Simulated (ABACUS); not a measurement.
Crystal: Ni.

```
Ni
1.0
     0.00000    1.73757    1.73757
     1.73757    0.00000    1.73757
     1.73757    1.73757    0.00000
Ni
1
Direct
  0.00000 0.00000 0.00000
```

```yaml
Program: ABACUS 3.10.1
Task: single point
Functional: PBE
Potentials_or_basis: PseudoDojo NC SR 0.4.1 PBE standard
Cutoff: 1361 eV
Density_cutoff: 5442 eV
Basis: DZP LCAO (the cutoffs set its grid)
k_mesh: 13 × 13 × 13
Occupations: fermi-dirac, width 0.05 eV
Spin: collinear spin, ferromagnetic start
Starting_moments: "[1.0] μB"
```

On this cell: pressure 8.7 GPa; net moment 0.63 μB per cell; site moments Ni +0.63 μB; band gap on the k mesh none (metal or under the smearing width).

The same run follows on a disturbed copy (cell strained at random at fixed volume):

```
Ni
1.0
     0.01655    1.75725    1.76824
     1.71912    0.01633    1.76846
     1.71447    1.75283    0.02098
Ni
1
Cartesian
  -0.0366 -0.0460 0.0311
```

**Question.** What changes?

**Answer.** The energy (extrapolated to zero smearing) moves by +3.4 meV/atom; pressure 8.8 GPa; net moment 0.63 μB per cell; site moments Ni +0.63 μB; band gap on the k mesh none (metal or under the smearing width).

Stress tensor (GPa, compression positive):
```
10.87 -1.15 -1.97
-1.15  8.29 -1.65
-1.97 -1.65  7.39
```

Caveats: the atomic orbitals were generated for these runs and aren't a published set; the basis of atomic orbitals isn't converged, which shifts pressures, moduli and gaps.
